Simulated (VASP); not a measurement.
# ZnS (F-43m) in VASP: notebook

One crystal, ZnS, is run at these levels: PBE+D3(BJ), PBE; tasks: relaxation of cell and atoms.

Program: VASP 6.6.1. These are calculated values, not measurements. Logs are shortened: lines on timing, memory, paths and dates and some standing lists are left out, and cuts for length are marked.

## Step 1: The structure

The structure is cubic, space group F-43m (No. 216). The conventional cell has a = 5.379 Å, b = 5.379 Å, c = 5.379 Å, α = 90.00°, β = 90.00°, γ = 90.00°. Around Zn (site symmetry -43m) lie 4 S at 2.33 Å. S (site symmetry -43m) has 4 Zn at 2.33 Å as nearest neighbours.

## Step 2: Relaxation of cell and atoms, PBE+D3(BJ)

File INCAR:

```
SYSTEM = ZnS
  ALGO = Normal
  EDIFF = 1E-7
  EDIFFG = -0.005
  ENCUT = 600
  GGA = PE
  IBRION = 2
  ISIF = 3
  ISMEAR = 0
  IVDW = 12
  LASPH = .TRUE.
  LCHARG = .FALSE.
  LREAL = .FALSE.
  LWAVE = .FALSE.
  NELM = 80
  NSW = 90
  PREC = Accurate
  SIGMA = 0.03
```

File KPOINTS:

```
k-points
0
G
  10 10 10
  0 0 0
```

File POSCAR:

```
ZnS                                     
1.0
    0.0000000000      2.6897035723      2.6897035723
    2.6897035723      0.0000000000      2.6897035723
    2.6897035723      2.6897035723      0.0000000000
  Zn              S             
     1     1
Direct
     0.2500000000000000    0.2500000000000000    0.2500000000000000
     0.0000000000000000    0.0000000000000000    0.0000000000000000
```

Potentials or basis: VASP PAW PBE potentials, release 64 (Zn, S).

On the command line:

```console
$ cat potpaw_PBE.64/Zn/POTCAR potpaw_PBE.64/S/POTCAR > POTCAR
$ mpirun -np 1 vasp_std > vasp.out
```

OUTCAR:

```text
SYSTEM = ZnS
   EDIFF = 1E-7
   EDIFFG = -0.005
   ENCUT = 600
   GGA = PE
   IBRION = 2
   ISIF = 3
   ISMEAR = 0
   IVDW = 12
   LASPH = .TRUE.
   LREAL = .FALSE.
   NELM = 80
   NSW = 90
   PREC = Accurate
 IVDW          = 12

 ion  position               nearest neighbor table
   1  0.250  0.250  0.250-   2 2.33   2 2.33   2 2.33   2 2.33
   2  0.000  0.000  0.000-   1 2.33   1 2.33   1 2.33   1 2.33

  LATTYP: Found a face centered cubic cell.
 ALAT       =     5.3794071446

  Lattice vectors:

 A1 = (   0.0000000000,   2.6897035723,   2.6897035723)
 A2 = (   2.6897035723,   0.0000000000,   2.6897035723)
 A3 = (   2.6897035723,   2.6897035723,   0.0000000000)

Analysis of symmetry for initial positions (statically):
=====================================================================
 Subroutine PRICEL returns:
 Original cell was already a primitive cell.

 Routine SETGRP: Setting up the symmetry group for a
 face centered cubic supercell.

 Subroutine GETGRP returns: Found 24 space group operations
 (whereof 24 operations were pure point group operations)
 out of a pool of 48 trial point group operations.

The static configuration has the point symmetry T_d .

Analysis of symmetry for dynamics (positions and initial velocities):
=====================================================================
 Subroutine PRICEL returns:
 Original cell was already a primitive cell.

 Routine SETGRP: Setting up the symmetry group for a
 face centered cubic supercell.

 Subroutine GETGRP returns: Found 24 space group operations
 (whereof 24 operations were pure point group operations)
 out of a pool of 48 trial point group operations.

The dynamic configuration has the point symmetry T_d .

 Subroutine INISYM returns: Found 24 space group operations
 (whereof 24 operations are pure point group operations),
 and found     1 'primitive' translations

----------------------------------------------------------------------------------------

                                     Primitive cell

  volume of cell :      38.9173

  direct lattice vectors                    reciprocal lattice vectors
     0.000000000  2.689703572  2.689703572    -0.185894091  0.185894091  0.185894091
     2.689703572  0.000000000  2.689703572     0.185894091 -0.185894091  0.185894091
     2.689703572  2.689703572  0.000000000     0.185894091  0.185894091 -0.185894091

  length of vectors
     3.803815271  3.803815271  3.803815271     0.321978010  0.321978010  0.321978010

  position of ions in fractional coordinates (direct lattice)
[... 93 lines left out ...]
   EFERMI =   0.00;   METHOD = LEGACY
   ISMEAR =     0;   SIGMA  =   0.03  broadening in eV -4-tet -1-fermi 0-gaus
   EFERMI_NEDOS =   21; number of points for ismear=-14 and -15
   IALGO  =     38    algorithm
   IMIX   =      4    mixing-type and parameters
     AMIX     =   0.40;   BMIX     =  1.00
     AMIX_MAG =   1.60;   BMIX_MAG =  1.00
  volume/ion in A,a.u.               =      19.46       131.31
  Fermi-wavevector in a.u.,A,eV,Ry     =   1.266051  2.392490 21.808581  1.602885
  Thomas-Fermi vector in A             =   2.399272
   LORBIT       =      0    0 simple, 1 ext, 2 COOP (PROOUT), +10 PAW based schemes
   GGA     = PE    functional components
   LHFCALC =     F    Hartree Fock is set to
   AEXX    =    0.0000 exact exchange contribution
   IVDW    =    12    specifies the selected vdW correction
   LEPSILON=     F    determine dielectric tensor
   LRPA    =     F    only Hartree local field effects (RPA)
 conjugate gradient relaxation of ions
 non-spin polarized calculation
 Gauss-broadening in eV      SIGMA  =   0.03
  energy-cutoff  :      600.00
  volume of cell :       38.92
 maximum number of plane-waves:      1315
   NGX = 15   NGY = 15   NGZ = 15

 number of electron      18.0000016 magnetization

 Free energy of the ion-electron system (eV)
  ---------------------------------------------------
  ext. energy  EPLUGINS =         0.00000000
  ---------------------------------------------------
  free energy    TOTEN  =        -6.83958897 eV

  energy without entropy =       -6.83958897  energy(sigma->0) =       -6.83958897

 E-fermi :   2.3963     XC(G=0):  -9.6946

 val. band max:        2.2348209644   @ k =   0.0000   0.0000   0.0000
 cond. band min:       4.4101292384   @ k =   0.0000   0.0000   0.0000
 fundamental gap:      2.1753082741
 Fermi energy:         2.3963167973

 k-point     1 :       0.0000    0.0000    0.0000
  band No.  band energies     occupation
      1     -11.0015      2.00000
      2      -4.1595      2.00000
      3      -4.1595      2.00000
      4      -4.1595      2.00000
      5      -3.6449      2.00000
      6      -3.6449      2.00000
      7       2.2348      2.00000
      8       2.2348      2.00000
      9       2.2348      2.00000
     10       4.4101      0.00000
     11       8.6221      0.00000
     12       8.6221      0.00000
     13       8.6221      0.00000
[... 354 lines left out ...]
  band No.  band energies     occupation
      1     -10.0171      2.00000
      2      -4.1847      2.00000
      3      -3.9067      2.00000
      4      -3.8977      2.00000
      5      -3.6212      2.00000
      6      -3.5857      2.00000
      7      -1.5503      2.00000
      8       0.2091      2.00000
      9       0.4217      2.00000
     10       6.2803      0.00000
     11       6.9518      0.00000
     12      11.0650      0.00000
     13      12.0066      0.00000

 [... further k-points ...]

------------------------ aborting loop because EDIFF is reached ----------------------------------------

 Edisp (eV)   -0.62574

 E8    (eV) :    -0.2462

  FORCE on cell =-STRESS in cart. coord.  units (eV):
  Direction    XX          YY          ZZ          XY          YZ          ZX
  --------------------------------------------------------------------------------------
  -------------------------------------------------------------------------------------
  Total       0.00292     0.00292     0.00292     0.00000     0.00000     0.00000
  in kB       0.12001     0.12001     0.12001     0.00000     0.00000     0.00000
  external pressure =        0.12 kB  Pullay stress =        0.00 kB

 VOLUME and BASIS-vectors are now :
 -----------------------------------------------------------------------------
  energy-cutoff  :      600.00
  volume of cell :       38.92
      direct lattice vectors                 reciprocal lattice vectors
     0.000000000  2.689703572  2.689703572    -0.185894091  0.185894091  0.185894091
     2.689703572  0.000000000  2.689703572     0.185894091 -0.185894091  0.185894091
     2.689703572  2.689703572  0.000000000     0.185894091  0.185894091 -0.185894091

 POSITION                                       TOTAL-FORCE (eV/Angst)
 -----------------------------------------------------------------------------------
      1.34485      1.34485      1.34485         0.000000      0.000000      0.000000
      0.00000      0.00000      0.00000        -0.000000     -0.000000     -0.000000
 -----------------------------------------------------------------------------------
    total drift:                                0.000000      0.000000      0.000000

  FREE ENERGIE OF THE ION-ELECTRON SYSTEM (eV)
  ---------------------------------------------------
  free  energy   TOTEN  =        -7.4653326238 eV

  energy  without entropy=       -7.4653326238  energy(sigma->0) =       -7.46533262

 reached required accuracy - stopping structural energy minimisation
```

OSZICAR:

```text
N       E                     dE             d eps       ncg     rms          rms(c)
DAV:   1     0.882109066721E+02    0.88211E+02   -0.95275E+03  1222   0.181E+03
DAV:   2    -0.127627641081E+01   -0.89487E+02   -0.84771E+02  1323   0.301E+02
DAV:   3    -0.719358190164E+01   -0.59173E+01   -0.58841E+01  1532   0.733E+01
DAV:   4    -0.726662453408E+01   -0.73043E-01   -0.73007E-01  1327   0.861E+00
DAV:   5    -0.726762374205E+01   -0.99921E-03   -0.99917E-03  1527   0.100E+00    0.704E+00
DAV:   6    -0.685617842725E+01    0.41145E+00   -0.96174E-01  1805   0.373E+01    0.548E+00
DAV:   7    -0.683982845106E+01    0.16350E-01   -0.35163E-01  1277   0.584E+00    0.278E+00
DAV:   8    -0.683917016617E+01    0.65828E-03   -0.56005E-03  1392   0.742E-01    0.826E-01
DAV:   9    -0.683943025096E+01   -0.26008E-03   -0.11654E-03  1395   0.324E-01    0.118E-01
DAV:  10    -0.683956801017E+01   -0.13776E-03   -0.13282E-04  1362   0.131E-01    0.587E-02
DAV:  11    -0.683958834771E+01   -0.20338E-04   -0.33169E-05  1347   0.776E-02    0.659E-03
DAV:  12    -0.683958916909E+01   -0.82138E-06   -0.29755E-06  1501   0.196E-02    0.385E-03
DAV:  13    -0.683958901168E+01    0.15740E-06   -0.35232E-07  1378   0.121E-02    0.854E-04
DAV:  14    -0.683958897478E+01    0.36903E-07   -0.96629E-08   930   0.280E-03
   1 F= -.74653326E+01 E0= -.74653326E+01  d E =-.746533E+01
```

CONTCAR:

```text
ZnS
   1.00000000000000
     0.0000000000000000    2.6897035723000000    2.6897035723000000
     2.6897035723000000    0.0000000000000000    2.6897035723000000
     2.6897035723000000    2.6897035723000000    0.0000000000000000
  Zn              S
     1     1
Direct
     0.2500000000000000    0.2500000000000000    0.2500000000000000
     0.0000000000000000    0.0000000000000000    0.0000000000000000

  0.00000000E+00  0.00000000E+00  0.00000000E+00
  0.00000000E+00  0.00000000E+00  0.00000000E+00
```

Wall time 20 s (1 thread of Intel Xeon Platinum 8488C (Sapphire Rapids), shared host); peak memory 0.19 GiB.

Results:

```yaml
Free_energy: -7.4653 eV
Pressure_after_relaxing: 0.0 GPa
Band_gap_on_the_k_mesh: 2.18 eV, direct
Dispersion_energy_per_atom: -0.313 eV
```

Final structure:
```cif
data_structure
_symmetry_space_group_name_H-M 'P 1'
_symmetry_Int_Tables_number 1
_cell_length_a 3.8038
_cell_length_b 3.8038
_cell_length_c 3.8038
_cell_angle_alpha 60.000
_cell_angle_beta 60.000
_cell_angle_gamma 60.000
_cell_volume 38.92
loop_
_atom_site_label
_atom_site_type_symbol
_atom_site_fract_x
_atom_site_fract_y
_atom_site_fract_z
_atom_site_occupancy
Zn1 Zn 0.25000 0.25000 0.25000 1
S1 S 0.00000 0.00000 0.00000 1
```

Caveat: the relaxation stopped at its first step, so nothing moved.

## Step 3: Relaxation of cell and atoms, PBE

This run uses another cell than the first one, of 19.73 Å³/atom, 1.014 times its volume.

File INCAR:

```
SYSTEM = ZnS
PREC = Accurate ; ENCUT = 300
EDIFF = 1E-6 ; ISMEAR = 0
SIGMA = 0.03 ; LREAL = .False.
LASPH = .True. ; NELM = 80
ALGO = Normal ; ISIF = 3
LWAVE = .False. ; LCHARG = .False.
GGA = PE ; IBRION = 2
NSW = 90 ; EDIFFG = -0.01
```

File KPOINTS:

```
Automatic mesh
0
Gamma
  5 5 5
  0 0 0
```

File POSCAR:

```
ZnS
1.0
    0.0000000000      2.7020000000      2.7020000000
    2.7020000000      0.0000000000      2.7020000000
    2.7020000000      2.7020000000      0.0000000000
Zn S
1 1
Direct
    0.2500000000      0.2500000000      0.2500000000
    0.0000000000      0.0000000000      0.0000000000
```

Potentials or basis: VASP PAW PBE potentials, release 64 (Zn, S).

On the command line:

```console
$ cat potpaw_PBE.64/Zn/POTCAR potpaw_PBE.64/S/POTCAR > POTCAR
$ mpirun -np 1 vasp_std > vasp.out
```

OUTCAR:

```text
SYSTEM = ZnS
   PREC = Accurate
   ENCUT = 300
   EDIFF = 1E-6
   ISMEAR = 0
   LREAL = .False.
   LASPH = .True.
   NELM = 80
   ISIF = 3
   GGA = PE
   IBRION = 2
   NSW = 90
   EDIFFG = -0.01

 ion  position               nearest neighbor table
   1  0.250  0.250  0.250-   2 2.34   2 2.34   2 2.34   2 2.34
   2  0.000  0.000  0.000-   1 2.34   1 2.34   1 2.34   1 2.34

  LATTYP: Found a face centered cubic cell.
 ALAT       =     5.4040000000

  Lattice vectors:

 A1 = (   0.0000000000,   2.7020000000,   2.7020000000)
 A2 = (   2.7020000000,   0.0000000000,   2.7020000000)
 A3 = (   2.7020000000,   2.7020000000,   0.0000000000)

Analysis of symmetry for initial positions (statically):
=====================================================================
 Subroutine PRICEL returns:
 Original cell was already a primitive cell.

 Routine SETGRP: Setting up the symmetry group for a
 face centered cubic supercell.

 Subroutine GETGRP returns: Found 24 space group operations
 (whereof 24 operations were pure point group operations)
 out of a pool of 48 trial point group operations.

The static configuration has the point symmetry T_d .

Analysis of symmetry for dynamics (positions and initial velocities):
[... 142 lines left out ...]
  ext. energy  EPLUGINS =         0.00000000
  ---------------------------------------------------
  free energy    TOTEN  =        -6.83247233 eV

  energy without entropy =       -6.83247233  energy(sigma->0) =       -6.83247233

------------------------ aborting loop because EDIFF is reached ----------------------------------------

  FORCE on cell =-STRESS in cart. coord.  units (eV):
  Direction    XX          YY          ZZ          XY          YZ          ZX
  --------------------------------------------------------------------------------------
  -------------------------------------------------------------------------------------
  Total        0.3937170      0.3937170      0.3937170      0.0000000      0.0000000     -0.0000000
  in kB       15.9885354     15.9885354     15.9885354      0.0000000      0.0000000     -0.0000000
  external PRESSURE =      15.9885354 kB  Pullay stress =       0.0000000 kB
[... 59 lines left out ...]
--------------------------------------- Ionic step        3  -------------------------------------------

 number of electron      17.9999967 magnetization

 Free energy of the ion-electron system (eV)
  ---------------------------------------------------
  ext. energy  EPLUGINS =         0.00000000
  ---------------------------------------------------
  free energy    TOTEN  =        -6.83648679 eV

  energy without entropy =       -6.83648679  energy(sigma->0) =       -6.83648679

 E-fermi :   2.0558     XC(G=0):  -9.5311

 val. band max:        1.9301089469   @ k =   0.0000   0.0000   0.0000
 cond. band min:       3.9434447936   @ k =   0.0000   0.0000   0.0000
 fundamental gap:      2.0133358468
 Fermi energy:         2.0558003707

 k-point     1 :       0.0000    0.0000    0.0000
  band No.  band energies     occupation
      1     -11.0754      2.00000
      2      -4.3202      2.00000
      3      -4.3202      2.00000
      4      -4.3202      2.00000
      5      -3.8443      2.00000
      6      -3.8443      2.00000
      7       1.9301      2.00000
      8       1.9301      2.00000
      9       1.9301      2.00000
     10       3.9434      0.00000
     11       8.3370      0.00000
     12       8.3370      0.00000
     13       8.3371      0.00000
[... 171 lines left out ...]
  FREE ENERGIE OF THE ION-ELECTRON SYSTEM (eV)
  ---------------------------------------------------
  free  energy   TOTEN  =        -6.8364867897 eV

  energy  without entropy=       -6.8364867896  energy(sigma->0) =       -6.83648679

 reached required accuracy - stopping structural energy minimisation
```

It took 4.4 s on 1 thread of Intel Xeon 6975P-C (Granite Rapids), shared host; peak memory 0.13 GiB.

These settings aren't checked as converged: the numbers below hold their error.

Results:

| Property | Result |
| --- | --- |
| Free energy | -6.8365 eV |
| Relaxed volume | 20.14 Å³/atom |
| Relaxed cell | a = 3.848 Å, b = 3.848 Å, c = 3.848 Å, α = 60.00°, β = 60.00°, γ = 60.00° |
| Space group after relaxing (to 0.05 Å) | F-43m (No. 216) |
| Energy gained by relaxing | 2.0 meV/atom |
| Ionic steps | 3 |
| Band gap on the k mesh | 2.01 eV, direct |

Caveat: the cutoff is under 1.25 times the usual one of these potentials, so pressure, stress and relaxed cells hold a basis-set (Pulay) error.

## Step 4: Relaxation of cell and atoms, PBE

This run uses another cell than the first one, of 20.14 Å³/atom, 1.035 times its volume.

File INCAR:

```
SYSTEM = ZnS
PREC = Accurate ; ENCUT = 300
EDIFF = 1E-7 ; ISMEAR = 0
SIGMA = 0.03 ; LREAL = .False.
LASPH = .True. ; NELM = 80
ALGO = Normal ; ISIF = 3
LWAVE = .False. ; LCHARG = .False.
GGA = PE ; IBRION = 2
NSW = 90 ; EDIFFG = -0.005
```

KPOINTS is that of step 3.

File POSCAR:

```
ZnS                                     
1.0
    0.0000000000      2.7206610250      2.7206610250
    2.7206610250      0.0000000000      2.7206610250
    2.7206610250      2.7206610250     -0.0000000000
  Zn              S             
     1     1
Direct
     0.2500000000000000    0.2500000000000000    0.2500000000000000
     0.0000000000000000    0.0000000000000000    0.0000000000000000
```

On the command line:

```console
$ cat potpaw_PBE.64/Zn/POTCAR potpaw_PBE.64/S/POTCAR > POTCAR
$ mpirun -np 1 vasp_std > vasp.out
```

Run time: 3.1 s. Hardware: 1 thread of Intel Xeon 6975P-C (Granite Rapids), shared host; peak memory 0.12 GiB.

These settings aren't checked as converged: the numbers below hold their error.

Results:

```yaml
Free_energy: -6.8381 eV
Relaxed_volume: 20.17 Å³/atom
Relaxed_cell: a = 3.850 Å, b = 3.850 Å, c = 3.850 Å, α = 60.00°, β = 60.00°, γ = 60.00°
Space_group_after_relaxing_to_0.05_Å: F-43m (No. 216)
Energy_gained_by_relaxing: 0.0 meV/atom
Ionic_steps: 2
Band_gap_on_the_k_mesh: 2.01 eV, direct
```

Caveat: the cutoff is under 1.25 times the usual one of these potentials, so pressure, stress and relaxed cells hold a basis-set (Pulay) error.
